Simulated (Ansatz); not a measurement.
**Relaxing Cs**

Theory: DFT PBEsol, scalar-relativistic, plane waves, PAW in Ansatz 0.2.0. Cutoff 420 eV, Γ-centred k mesh, Gaussian smearing, no spin polarisation in the final step.

Cs was placed on the diamond structure type (Fd-3m, No. 227), at a guessed volume.

```xyz
2
Lattice="0.0000 5.2004 5.2004 5.2004 0.0000 5.2004 5.2004 5.2004 0.0000" Properties=species:S:1:pos:R:3 pbc="T T T"
Cs    5.2004    5.2004    5.2004
Cs    7.8006    7.8006    7.8006
```

Cell and atoms relax at zero pressure; the relaxation can't lower the symmetry of the start.

Energies count from the standard state of Cs at the same level.

(1) Which crystal results?

(2) What are its volume, energy, density and gap?

Results:

(1) It keeps Fd-3m (No. 227). The result has the diamond structure. Conventional cell: a = 11.102 Å. Cs has 4 Cs at 4.81 Å.

```cif
data_structure
_symmetry_space_group_name_H-M 'Fd-3m:1'
_symmetry_Int_Tables_number 227
_cell_length_a 11.1017
_cell_length_b 11.1017
_cell_length_c 11.1017
_cell_angle_alpha 90.000
_cell_angle_beta 90.000
_cell_angle_gamma 90.000
_cell_volume 1368.26
loop_
_atom_site_label
_atom_site_type_symbol
_atom_site_symmetry_multiplicity
_atom_site_Wyckoff_symbol
_atom_site_fract_x
_atom_site_fract_y
_atom_site_fract_z
_atom_site_occupancy
Cs1 Cs 8 b 0.00000 0.00000 0.50000 1
```

(2) The volume per atom is 171.03 Å³. The density is 1.29 g/cm³ and the energy over the standard structure is 0.28 eV/atom. The gap on the 10×10×10 mesh is 0 eV (a metal).

The final run used a 10×10×10 mesh on its 2-atom cell and 0.10 eV smearing. For metals, differences of a few meV/atom aren't resolved. Symmetry constrained the relaxation, so the result can be a saddle point.

This diamond-type form isn't the element's structure at ambient conditions.